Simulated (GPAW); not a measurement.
Runs of GPAW 26.7.0 on TePb. Symmetry: Fm-3m, No. 225, cubic system. The conventional cell has a = 6.462 Å, b = 6.462 Å, c = 6.462 Å, α = 90.00°, β = 90.00°, γ = 90.00°. Around Pb (site symmetry m-3m) lie 6 Te at 3.23 Å. Around Te (site symmetry m-3m) lie 6 Pb at 3.23 Å. 

```tsv
task	level	potentials or basis	spin	cell	k mesh	cutoff (eV)	smearing	band path	band points	spin axis theta (degrees)	spin axis phi (degrees)	soc after scf	pressure (GPa)
band structure	r2SCAN	GPAW PAW data sets (gpaw-data 1.2.1), pw	off	as given	7 × 7 × 7	600	fermi-dirac 0.05 eV	GXWKGLUWLK,UX	80	-	-	-	1.3
band structure	PBEsol	PAW data sets generated in the run's folder for this functional, pw	SOC, no magnetisation	as given	5 × 5 × 5	600	fermi-dirac 0.05 eV	GXWKGLUWLK,UX	80	0	0	second variation	(a)
band structure	BLYP	PAW data sets generated in the run's folder for this functional, pw	off	as given	7 × 7 × 7	600	fermi-dirac 0.05 eV	GXWKGLUWLK,UX	80	-	-	-	5.1
relaxation of cell and atoms	PBEsol	PAW data sets generated in the run's folder for this functional, pw	off	relaxed	7 × 7 × 7	600	fermi-dirac 0.05 eV	-	-	-	-	-	0.0
```

Task: Estimate the missing entries.

Result: (a) -0.7.

Caveats: the PAW data sets were made with another functional, which shifts forces and pressure a little (some runs); spin-orbit coupling was added after a scalar SCF, so levels and gaps hold it while energy, forces, pressure and moments don't (some runs); later steps reuse the first step's grids (some runs).

Runs at the PBE level aren't shown here.
